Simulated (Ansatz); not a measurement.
Er:

```
Er
1.0
     3.55880    0.00000    0.00000
    -1.77940    3.08201    0.00000
     0.00000    0.00000    5.58740
Er
2
Cartesian
  1.7794 1.0273 4.1905
  0.0000 2.0547 1.3968
```

A run of Ansatz 0.2.0 on this cell left the log below. Logs are shortened: lines on timing, memory, paths and dates and some standing lists are left out, and cuts for length are marked.

```text
Warning: where an SCF of this run starts from atoms to list the orders of its open shells, Er (site 1, from 0) starts with -2.52 μB on its 4f shell, in the place of the -1.50 μB that the deck gives it: an open f shell starts with all that it can hold by Hund's first rule. To start from spheres of the given moment, type scf.initial_density.shell_occupations: []
Warning: RAYON_NUM_THREADS=2 ignored (pool sized by the plan → 2); use --threads N
Engine: ansatz 0.2.0, aarch64-unknown-linux-gnu
Pseudopotentials: kind: paw
Pseudopotential: Er, paw, valence charge 22, recommended cutoff 420 eV (normal), Er.paw.azcp
Functional definition: PBE
  parameter kappa = 0.804
  parameter beta = 0.06672455060314922
  exchange = pbe_x(kappa = kappa, mu = beta*pi^2/3)
  correlation = pbe_c(beta = beta)
Crystal: 2 atoms, lattice volume = 61.284 Å³
Basis set: ecut = 420 eV, 1177 PW (Γ), exchange–correlation on 48×48×80 points (8 copies of the dense FFT grid, shifted against one another)
Bands: 30, of which v1, the nominal top of the filled ones, is band 22 counted from 1 (21 counted from 0)
Symmetry: 12 space group operations
Space group: P-6m2 (ITA 187), of the structure as read, at distance tolerance 3.9e-5 Å
Magnetic group: BNS 187.209 (UNI 1439), of the structure as read, at distance tolerance 3.9e-5 Å
k-points: 36 of 405 (time reversal used)
Non-local potential: Er, projectors of the file, l = 0: 3, l = 1: 2, l = 2: 2, l = 3: 3
PAW form: soft (Blöchl's): semilocal exchange-correlation on the pseudo side does not see the compensation charge
PAW one-centre angular grid: Er, 590 points (default); XC on 64 Gauss nodes
Initial density: superposition of atomic densities (chi_scale 0.1, normalization cell)
Starting moments: Σ|m| = 4.5 μB on 2 of 2 sites
Initial wavefunctions: pseudopotential atomic-orbital guess
Functional: x = pbe(κ = 0.804, μ = 0.2195149727645171), c = pbe(β = 0.06672455060314922)
SCF iter   1: F=—  HF=-24173.661337 eV  |F-HF|=—  |Δ(HF+E_count)|=         —  Δρ=1.45e-2 (↑1.45e-2 ↓1.31e-2)  dr2=3.52e-1  dr2_m=1.21e-2  M=0.215 μB ∫|m|=5.161 μB  β_m=0.30  ethr=3.10e-3  ⟨swp⟩=5.5  Hψ=8279  notcnv=0
Mixer restart at iter 1: flushing history
preconditioner: auto → Kerker (q_TF=auto, 2.582 Å⁻¹)  [metal: Δε(μ)=0.000 eV  Ē_g=9.177 eV  σ=0.050 eV  W_gap=0.00  n_scr=22 (ndim 8)  ℏωp=30.0 eV  f_vac=0.000  D(μ)=45.38/eV (n_scr^D=1640)]
[... 96 lines left out ...]
Absolute magnetization: 5.2785 μB (∫|ρ↑−ρ↓|, with the PAW one-centre terms)
Spin contamination: 2.3604 ħ² per cell (⟨S²⟩ above its minimum at these occupations)
Per-site moments (μB) at R_I (Å): [(2.5882833265933605, 1.4305155950493322), (-2.588252559427522, 1.4305155950493322)]
Free energy (F): -24174.350934 eV
Harris-Foulkes:  -24174.350934 eV  (|F-HF|=7.76e-8)
Internal energy: -24174.245443 eV  (E = F + TS)
E sigma→0 (E₀):  -24174.298188 eV
Entropy (-TS):   -0.105490 eV (-52.745 meV/atom)
Fermi energy:    12.764977 eV
--- Per-component energies (eV) ---
  E_band       = 37.621942
  E_kinetic    = 757.107540
  E_local      = -9051.511230  (includes V_loc(G=0)·N_el)
  E_nonlocal   = 1342.969594
  E_hartree    = 3856.948155
  E_xc         = -391.031177
  E_vxc        = -456.840152  (∫ρ·V_xc dr)
  E_paw        = -14257.665537  (= ΣΔE_a)
  E_vpaw       = -267.999071  (= ΣTr[D̂ρ^β])
  E_aug_tail   = 0.000001  (compensation charges beyond the density's cutoff)
  E_ewald      = -6431.062788
  E_smearing   = -0.105490  (= −TS)
  E_closure    = -0.000000  (closes the sum)
  Σ components = -24174.350934   (vs F -24174.350934, Δ=0.00e0)
--- Forces (eV/Å), atoms counted from 1 ---
  atom   1  Er     0.00000000    -0.00222372     0.00000000
  atom   2  Er     0.00000000     0.00222414     0.00000000
  max |Σ_I F_I| component: 4.23e-7 eV/Å
--- Stress (GPa, compression-positive) ---
        2.171621       0.000000      -0.012551
        0.000000       2.124799       0.000000
       -0.012560       0.000000       3.815466
  P = ⅓ Tr σ = 2.7040 GPa (27.040 kbar)
--- Band table (eV; the first three rows and the last of 230) ---
  k-point 0 ↑: bands = ["-36.7615", "-35.6381", "-10.9637", "-10.6469", "-10.6455", "-9.9113", "-9.8053", "-9.8042", "7.5396", "9.7099", "9.7131", "9.9507", "10.4714", "10.6123", "10.6828", "10.6837", "10.8578", "11.6851", "11.8203", "11.9083", "11.9097", "12.8310", "12.8600", "12.9495", "14.1412", "15.2616", "15.2647", "15.7230", "16.0911", "16.0924"]
  k-point 1 ↑: bands = ["-36.7612", "-35.6384", "-10.9226", "-10.6458", "-10.6443", "-9.9620", "-9.8066", "-9.8056", "7.8377", "9.7113", "9.7138", "9.9455", "10.4629", "10.6061", "10.6126", "10.6832", "10.6840", "11.6816", "11.8219", "11.9107", "11.9122", "12.8008", "12.8647", "12.9531", "14.0157", "15.1247", "15.1275", "15.4214", "15.8243", "15.8256"]
  k-point 2 ↑: bands = ["-36.7609", "-35.6389", "-10.8454", "-10.6440", "-10.6423", "-10.0550", "-9.8087", "-9.8077", "8.6492", "9.7036", "9.7149", "9.7482", "9.9411", "10.4868", "10.6133", "10.6837", "10.6844", "11.6841", "11.8249", "11.9143", "11.9158", "12.7634", "12.8705", "12.9588", "14.1544", "14.7432", "15.0646", "15.0679", "15.4005", "15.4010"]
  k-point 114 ↓: bands = ["-36.7377", "-35.6136", "-10.9960", "-10.8155", "-10.7916", "-10.1496", "-9.9755", "-9.9522", "9.6958", "9.7475", "9.9879", "10.4707", "10.5345", "10.6330", "10.6596", "10.6926", "11.7125", "11.7660", "11.8421", "11.8836", "12.2401", "12.7606", "12.8683", "12.9723", "13.0340", "13.1006", "14.5434", "14.8467", "15.1856", "17.5130"]
```

Problem. Write the input and the command behind it.

Solution. Single point with PBE, collinear spin, ferrimagnetic start. The files as run (others can give the same):

input.yaml
```yaml
crystal:
  lattice:
    - [3.5588, 0.0, 0.0]
    - [-1.7794, 3.082011207, 0.0]
    - [0.0, 0.0, 5.5874]
  atoms:
    - { symbol: Er, position: [0.6666666667, 0.3333333333, 0.75], spin: 3.0 }
    - { symbol: Er, position: [0.3333333333, 0.6666666667, 0.25], spin: -1.5 }
hamiltonian:
  xc: pbe
  pseudopotentials: { kind: paw }
magnetization:
  spin_polarized: true
kpoints:
  mp_grid: { grid: [9, 9, 5] }
scf:
  occupations: { method: fermi_dirac, width: 0.05 }
output:
  forces: true
  stress: true
  eigenvalues: true
```

Potentials or basis: Ansatz PAW.
Command:
```bash
$ ansatz run input.yaml --threads 2 --pin off --max-ram 5632MiB --backend cpu --events-out ev --progress --plain --runs-dir out
```

Caveat: the magnetic or orbital state may not be the lowest; spin-orbit coupling is left out, which moves the levels of the heavy elements.
